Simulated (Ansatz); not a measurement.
Write the native input for Ansatz 0.2.0 that does the following.

* Task: relaxation of cell and atoms
* Functional: PBE
* Potentials or basis: Ansatz PAW
* Cutoff: 420 eV (not typed: the program's choice for these potentials)
* k mesh: 8 × 8 × 8
* Occupations: fermi-dirac, width 0.05 eV
* Spin: no spin polarisation
* Target pressure: 10 GPa
* Target pressure (GPa): 10

GaSb:

```
Sb Ga
1.0
     0.00000    3.05900    3.05900
     3.05900    0.00000    3.05900
     3.05900    3.05900    0.00000
Sb Ga
1 1
Direct
  0.75000 0.75000 0.75000
  0.00000 0.00000 0.00000
```

The input as run:

input.yaml

```yaml
crystal:
  lattice:
    - [0.0, 3.059, 3.059]
    - [3.059, 0.0, 3.059]
    - [3.059, 3.059, 0.0]
  atoms:
    - { symbol: Sb, position: [0.75, 0.75, 0.75] }
    - { symbol: Ga, position: [0.0, 0.0, 0.0] }
hamiltonian:
  xc: pbe
  pseudopotentials: { kind: paw }
kpoints:
  mp_grid: { grid: [8, 8, 8] }
scf:
  occupations: { method: fermi_dirac, width: 0.05 }
output:
  forces: true
  stress: true
  eigenvalues: true
relax:
  f_tol: 0.01
  max_steps: 40
  cell: { stress_tol: 0.05, p_target: 10.0 }
```

Potentials or basis: Ansatz PAW.

The run is started by

```sh
$ ansatz run input.yaml --threads 2 --pin off --max-ram 5632MiB --backend cpu --events-out ev --progress --plain --runs-dir out
```

Results of the run:

```yaml
Relaxed_volume: 25.70 Å³/atom
Relaxed_cell: a = 4.173 Å, b = 4.173 Å, c = 4.173 Å, α = 60.00°, β = 60.00°, γ = 60.00°
Space_group_after_relaxing_to_0.05_Å: F-43m (No. 216)
Energy_change_on_relaxing_the_enthalpy_is_what_falls: +105.6 meV/atom
Ionic_steps: 5
Pressure_after_relaxing: 10.0 GPa
Band_gap_on_the_k_mesh: 0.65 eV, indirect (least direct gap 0.83 eV)
```

Caveat: the plane-wave basis is chosen anew once the cell has moved, so the energies of steps on either side of that aren't comparable; spin-orbit coupling is left out, which moves the levels of the heavy elements.

Wall time 8.4 s on 2 threads of Arm Neoverse V1, on a shared host, peak memory 0.36 GiB.
